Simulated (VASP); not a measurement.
# ZnS in VASP: one cell, several levels of theory, part 2 of 2

VASP 6.6.1, plane waves, PAW. Earlier steps stand in the parts before.

## (3) r2SCAN

INCAR reads:

```
ENCUT = 520.000000
SIGMA = 0.010000
EDIFF = 1.00e-07
ALGO = Normal
METAGGA = R2SCAN
PREC = Accurate
IBRION = -1
ISIF = 2
ISMEAR = 0
NBANDS = 16
NELM = 120
NSW = 0
LASPH = .TRUE.
LCHARG = .FALSE.
LWAVE = .FALSE.
LREAL = .FALSE.
```

KPOINTS reads:

```
KPOINTS created by Atomic Simulation Environment
0
Gamma
8 8 8
0 0 0
```

KPOINTS_OPT reads:

```
special points
6
Reciprocal
0.0000000000 0.0000000000 0.0000000000 1
-0.5000000000 -0.5000000000 0.0000000000 1
-0.3750000000 -0.3750000000 0.2500000000 1
-0.3750000000 0.0000000000 0.3750000000 1
0.0000000000 0.0000000000 0.5000000000 1
-0.5000000000 -0.2500000000 0.2500000000 1
```

POSCAR reads:

```
Zn S
 1.0000000000000000
     0.0000000000000000    2.6940858314999998    2.6132632565999998
     2.6940858314999998    0.0000000000000000    2.6132632565999998
     2.6940858314999998    2.6940858314999998    0.0000000000000000
 Zn  S
   1   1
Cartesian
  0.0000000000000000  0.0000000000000000  0.0000000000000000
  1.3470429157499997  1.3470429157499997  1.3066316282999997
```

Launch:

```console
$ mpirun -np 1 vasp_std
```

Printed to the terminal (iteration lines stand in OSZICAR):

```text
POSCAR found type information on POSCAR ZnS
 POSCAR found :  2 types and       2 ions
 -----------------------------------------------------------------------------
|                                                                             |
|                                                                             |
|     You enforced a specific xc type in the INCAR file but a different       |
|     I HOPE YOU KNOW WHAT YOU ARE DOING!                                     |
|                                                                             |
 -----------------------------------------------------------------------------

 LDA part: xc-table for (None), standard interpolation
 POSCAR, INCAR and KPOINTS ok, starting setup
 FFT: planning ... GRIDC
 FFT: planning ... GRID_SOFT
 FFT: planning ... GRID
 WAVECAR not read
 entering main loop
 Start KPOINTS_OPT (optional k-point list driver)
k-point batch [1-6\6]
```

OSZICAR:

```text
N       E                     dE             d eps       ncg     rms          rms(c)
DAV:   1     0.764701321559E+02    0.76470E+02   -0.90843E+03  1896   0.139E+03
DAV:   2    -0.159535787423E+02   -0.92424E+02   -0.86313E+02  2176   0.269E+02
DAV:   3    -0.218565395712E+02   -0.59030E+01   -0.58812E+01  2360   0.671E+01
DAV:   4    -0.219135490911E+02   -0.57010E-01   -0.57000E-01  2336   0.679E+00
DAV:   5    -0.219141454595E+02   -0.59637E-03   -0.59636E-03  2400   0.657E-01    0.766E+00
DAV:   6    -0.188705243825E+02    0.30436E+01   -0.14687E+00  2040   0.380E+01    0.673E+00
DAV:   7    -0.188379796090E+02    0.32545E-01   -0.43081E-01  2456   0.109E+01    0.388E+00
DAV:   8    -0.188526413445E+02   -0.14662E-01   -0.33279E-02  2336   0.174E+00    0.119E+00
DAV:   9    -0.188537794296E+02   -0.11381E-02   -0.34234E-03  2456   0.138E+00    0.118E-01
DAV:  10    -0.188538831057E+02   -0.10368E-03   -0.89832E-04  2240   0.320E-01    0.752E-02
DAV:  11    -0.188539125130E+02   -0.29407E-04   -0.27339E-04  2480   0.470E-01    0.664E-02
DAV:  12    -0.188539228689E+02   -0.10356E-04   -0.12405E-04  2344   0.304E-01    0.131E-02
DAV:  13    -0.188539227698E+02    0.99133E-07   -0.65922E-06  2344   0.268E-02    0.102E-02
DAV:  14    -0.188539250241E+02   -0.22544E-05   -0.32517E-07  2392   0.592E-03    0.556E-03
DAV:  15    -0.188539258528E+02   -0.82866E-06   -0.32929E-07  2632   0.127E-02    0.165E-03
DAV:  16    -0.188539258033E+02    0.49558E-07   -0.67485E-08  1160   0.203E-03
   1 F= -.18853926E+02 E0= -.18853926E+02  d E =-.109999E-32
       N       E                     dE             ncg
DAV:   1     0.263952857616E+04   -0.33071E+04      192
DAV:   2     0.205954300321E+04   -0.57999E+03      216
DAV:   3     0.202285077349E+04   -0.36692E+02      264
DAV:   4     0.202250001907E+04   -0.35075E+00      232
DAV:   5     0.202249658556E+04   -0.34335E-02      256
DAV:   6     0.202249653121E+04   -0.54357E-04      232
DAV:   7     0.202249653016E+04   -0.10475E-05      248
DAV:   8     0.202249653014E+04   -0.18932E-07      184
```

From OUTCAR:

```text
k-points           NKPTS =     59   k-points in BZ     NKDIM =     59   number of bands    NBANDS=     16

   NELECT =      18.0000    total number of electrons

   dimension x,y,z NGX =    28 NGY =   28 NGZ =   28
   dimension x,y,z NGXF=    56 NGYF=   56 NGZF=   56

  energy-cutoff  :      520.00
  volume of cell :       37.93
      direct lattice vectors                 reciprocal lattice vectors
     0.000000000  2.694085831  2.613263257    -0.185591711  0.185591711  0.191331661
     2.694085831  0.000000000  2.613263257     0.185591711 -0.185591711  0.191331661
     2.694085831  2.694085831  0.000000000     0.185591711  0.185591711 -0.191331661

 k-points in reciprocal lattice and weights: KPOINTS created by Atomic Simulation Env
   0.00000000  0.00000000  0.00000000       0.002
   0.12500000  0.00000000  0.00000000       0.016
   0.25000000  0.00000000  0.00000000       0.016
   0.37500000  0.00000000  0.00000000       0.016
   0.50000000  0.00000000  0.00000000       0.008
   0.12500000  0.12500000  0.00000000       0.004
   0.25000000  0.12500000  0.00000000       0.016
   0.37500000  0.12500000  0.00000000       0.016
[... 51 more k-points ...]

 E-fermi :   2.3583

 k-point     1 :       0.0000    0.0000    0.0000
  band No.  band energies     occupation
      1     -11.7562      2.00000
      2      -4.4618      2.00000
      3      -4.4617      2.00000
      4      -4.4440      2.00000
      5      -3.8643      2.00000
      6      -3.8545      2.00000
      7       2.1718      2.00000
      8       2.1719      2.00000
      9       2.2780      2.00000
     10       5.0655      0.00000
     11       9.0834      0.00000
     12       9.0835      0.00000
     13       9.0860      0.00000
     14      14.2917      0.00000
     15      14.7506      0.00000
     16      15.0354      0.00000

 k-point     2 :       0.1250    0.0000    0.0000
  band No.  band energies     occupation
      1     -11.6283      2.00000
      2      -4.4582      2.00000
      3      -4.4386      2.00000
      4      -4.4227      2.00000
      5      -3.8650      2.00000
      6      -3.8574      2.00000
      7       1.0910      2.00000
      8       2.0022      2.00000
      9       2.0924      2.00000
     10       5.8517      0.00000
     11       8.9981      0.00000
     12       9.3464      0.00000
     13       9.3841      0.00000
     14      13.7291      0.00000
     15      14.0985      0.00000
     16      15.7912      0.00000

 k-point     3 :       0.2500    0.0000    0.0000
  band No.  band energies     occupation
      1     -11.2934      2.00000
      2      -4.4123      2.00000
      3      -4.3880      2.00000
      4      -4.3665      2.00000
      5      -3.8581      2.00000
      6      -3.8572      2.00000
      7      -0.7386      2.00000
      8       1.6329      2.00000
      9       1.7598      2.00000
     10       6.3348      0.00000
     11       9.6632      0.00000
     12       9.6636      0.00000
     13       9.9340      0.00000
     14      13.6785      0.00000
     15      13.7849      0.00000
     16      15.1812      0.00000

 k-point     4 :       0.3750    0.0000    0.0000
  band No.  band energies     occupation
      1     -10.9112      2.00000
      2      -4.3479      2.00000
      3      -4.3241      2.00000
      4      -4.1806      2.00000
      5      -3.8430      2.00000
      6      -3.8352      2.00000
      7      -2.3827      2.00000
      8       1.3030      2.00000
      9       1.4636      2.00000
     10       6.1858      0.00000
     11       9.5513      0.00000
     12       9.8179      0.00000
     13      11.2099      0.00000
     14      14.6897      0.00000
     15      15.0349      0.00000
     16      15.0610      0.00000

 k-point     5 :       0.5000    0.0000    0.0000
  band No.  band energies     occupation
      1     -10.7348      2.00000
      2      -4.3352      2.00000
      3      -4.3076      2.00000
      4      -3.8375      2.00000
      5      -3.8201      2.00000
      6      -3.6549      2.00000
      7      -3.4486      2.00000
      8       1.1745      2.00000
      9       1.3483      2.00000
     10       6.0877      0.00000
     11       9.4354      0.00000
     12       9.7380      0.00000
     13      11.7855      0.00000
     14      15.2679      0.00000
     15      16.2321      0.00000
     16      16.5056      0.00000

 k-point     6 :       0.1250    0.1250    0.0000
  band No.  band energies     occupation
      1     -11.5795      2.00000
      2      -4.4691      2.00000
      3      -4.4188      2.00000
      4      -4.4188      2.00000
      5      -3.8721      2.00000
      6      -3.8503      2.00000
      7       1.2405      2.00000
      8       1.7128      2.00000
      9       1.7129      2.00000
     10       6.2450      0.00000
     11       8.2847      0.00000
     12       9.7615      0.00000
     13       9.7616      0.00000
     14      13.0936      0.00000
     15      14.5204      0.00000
     16      16.4727      0.00000

 k-point     7 :       0.2500    0.1250    0.0000
  band No.  band energies     occupation
      1     -11.3080      2.00000
      2      -4.4653      2.00000
      3      -4.3648      2.00000
      4      -4.3602      2.00000
      5      -3.8812      2.00000
      6      -3.8361      2.00000
      7      -0.1972      2.00000
      8       1.2842      2.00000
      9       1.4697      2.00000
     10       6.9295      0.00000
     11       8.1710      0.00000
     12      10.2409      0.00000
     13      10.3214      0.00000
     14      12.6499      0.00000
     15      14.6283      0.00000
     16      16.6568      0.00000

 k-point     8 :       0.3750    0.1250    0.0000
  band No.  band energies     occupation
      1     -10.9351      2.00000
      2      -4.3705      2.00000
      3      -4.3164      2.00000
      4      -4.2567      2.00000
      5      -3.8541      2.00000
      6      -3.8190      2.00000
      7      -1.8306      2.00000
      8       0.9709      2.00000
      9       1.0726      2.00000
     10       6.8399      0.00000
     11       9.0469      0.00000
     12      10.3117      0.00000
     13      10.3694      0.00000
     14      13.8870      0.00000
     15      15.6579      0.00000
     16      16.1223      0.00000

 k-point     9 :       0.5000    0.1250    0.0000
  band No.  band energies     occupation
      1     -10.6850      2.00000
      2      -4.3125      2.00000
      3      -4.2988      2.00000
      4      -3.9642      2.00000
      5      -3.8169      2.00000
      6      -3.6878      2.00000
      7      -3.0935      2.00000
      8       0.7104      2.00000
      9       0.9187      2.00000
     10       6.7393      0.00000
     11       9.1049      0.00000
     12      10.0280      0.00000
     13      11.6224      0.00000
     14      14.8463      0.00000
     15      16.4952      0.00000
     16      16.7933      0.00000

 k-point    10 :      -0.3750    0.1250    0.0000
  band No.  band energies     occupation
      1     -10.7525      2.00000
      2      -4.3116      2.00000
      3      -4.3067      2.00000
      4      -4.0181      2.00000
      5      -3.8458      2.00000
      6      -3.8138      2.00000
      7      -2.7065      2.00000
      8       0.5701      2.00000
      9       1.1497      2.00000
     10       6.8412      0.00000
     11       9.1983      0.00000
     12       9.9036      0.00000
     13      11.5276      0.00000
     14      14.5762      0.00000
     15      15.7051      0.00000
     16      16.7956      0.00000

 k-point    11 :      -0.2500    0.1250    0.0000
  band No.  band energies     occupation
      1     -11.0809      2.00000
      2      -4.3541      2.00000
      3      -4.3516      2.00000
      4      -4.3175      2.00000
      5      -3.8762      2.00000
      6      -3.8345      2.00000
      7      -1.2943      2.00000
      8       0.7498      2.00000
      9       1.5587      2.00000
     10       7.0261      0.00000
     11       9.4594      0.00000
     12       9.8798      0.00000
     13      10.0457      0.00000
     14      12.9539      0.00000
     15      15.2412      0.00000
     16      16.5886      0.00000

 k-point    12 :      -0.1250    0.1250    0.0000
  band No.  band energies     occupation
      1     -11.4357      2.00000
      2      -4.4491      2.00000
      3      -4.4095      2.00000
      4      -4.3724      2.00000
      5      -3.8793      2.00000
      6      -3.8468      2.00000
      7       0.1890      2.00000
      8       1.3403      2.00000
      9       1.9290      2.00000
     10       6.6442      0.00000
     11       8.8985      0.00000
     12       9.5453      0.00000
     13       9.9024      0.00000
     14      12.7833      0.00000
     15      14.1210      0.00000
     16      17.0290      0.00000

[... the tables of k-points 13 to 59 left out ...]

  Total        0.5234507      0.5234507      0.8169354      0.0000000      0.0000000     -0.0000000
  in kB       22.1080478     22.1080478     34.5034293      0.0000000      0.0000000     -0.0000000
  external PRESSURE =      26.2398416 kB  Pullay stress =       0.0000000 kB

 POSITION                                       TOTAL-FORCE (eV/Angst)
 -----------------------------------------------------------------------------------
      0.00000      0.00000      0.00000         0.000000      0.000000      0.000000
      1.34704      1.34704      1.30663        -0.000000     -0.000000     -0.000000
 -----------------------------------------------------------------------------------
    total drift:                               -0.000004     -0.000004      0.000045

  FREE ENERGIE OF THE ION-ELECTRON SYSTEM (eV)
  ---------------------------------------------------
  free  energy   TOTEN  =       -18.8539258033 eV

  energy  without entropy=      -18.8539258033  energy(sigma->0) =      -18.85392580
```

Hardware: 1 MPI rank of Intel Xeon Platinum 8488C, shared host.

The levels at the points of KPOINTS_OPT are read from vasprun.xml.

Band energies at the special points (eV, zero at the top of v, the last band that the electrons fill by count):

| point | v−1 | v | c | c+1 |
| --- | --- | --- | --- | --- |
| Γ | -0.11 | 0.00 | 2.79 | 6.81 |
| X | -2.61 | -2.61 | 3.46 | 4.19 |
| U | -3.43 | -2.15 | 4.24 | 6.28 |
| K | -3.45 | -1.99 | 4.48 | 6.55 |
| L | -1.10 | -0.93 | 3.81 | 7.16 |
| W | -3.06 | -3.02 | 5.90 | 6.62 |

r2SCAN gives a direct gap of 2.79 eV at Γ. The pressure is 2.62 GPa; the forces vanish within 0.01 eV/Å.

## (4) Results

The summary covers parts 1 to 2.

| level | gap (eV) | pressure (GPa) | Ansatz: gap (eV) | Ansatz: pressure (GPa) |
| --- | --- | --- | --- | --- |
| PBE | 2.22 | 5.03 | 2.21 | 4.84 |
| r2SCAN | 2.79 | 2.62 | 2.77 | 2.58 |

In words: The gap runs from 2.22 eV (PBE) to 2.79 eV (r2SCAN). The pressure is highest with PBE (5.0 GPa) and lowest with r2SCAN (2.6 GPa), which orders the cells that they would relax to. The two programs agree on the gap within 0.02 eV, far less than the spread between functionals. Datasets and cutoffs are each program's own.
